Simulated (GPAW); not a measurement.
Runs of GPAW 26.7.0 on KCl (Sylvite). It takes space group Fm-3m (No. 225, cubic). Conventional cell: a = 6.293 Å, b = 6.293 Å, c = 6.293 Å, α = 90.00°, β = 90.00°, γ = 90.00°. K (site symmetry m-3m) has 6 Cl at 3.15 Å as nearest neighbours. Around Cl (site symmetry m-3m) lie 6 K at 3.15 Å. 

```csv
task,level,potentials or basis,spin,cell,smearing,eigensolver,optimizer,fmax,max steps,target pressure,gap on the mesh (eV),pressure (GPa),moment (μB)
single point,BLYP+D3(BJ),"PAW data sets generated in the run's folder for this functional, pw","collinear, ferromagnetic start",as given,gaussian 0.1 eV,davidson,-,-,-,-,5.18,-0.8,0.00
relaxation of cell and atoms,RPBE,"the program's PAW data sets (release 1.2.1) made for this functional, pw","collinear, zero start",relaxed to 20 GPa,gaussian 0.1 eV,-,LBFGS,0.02 eV/Å,40,20 GPa,(a),20.0,0.00
single point,r2SCAN+D3(BJ),"GPAW PAW data sets (gpaw-data 1.2.1), pw",off,volume scaled by 1.08,improved-tetrahedron-method,-,-,-,-,-,5.57,-1.7,-
single point,PBEsol,"PAW data sets generated in the run's folder for this functional, pw",off,as given,gaussian 0.1 eV,-,-,-,-,-,5.03,(b),-
single point,PBE,"GPAW PAW data sets (gpaw-data 1.2.1), pw",off,as given,gaussian 0.02 eV,-,-,-,-,-,5.19,0.7,-
```

Alike in all rows: k mesh 7 × 7 × 7; cutoff (eV) 600.

**Question.** Fill in the values left out.

**Answer.** (a) 6.21; (b) -0.5.

Caveats: an odd mesh through Γ misses points on the zone boundary, where band edges often lie; each step starts from the last one's moments, so a moment once lost doesn't come back (some runs); later steps reuse the first step's grids (some runs); the PAW data sets were made with another functional, which shifts forces and pressure a little (some runs).
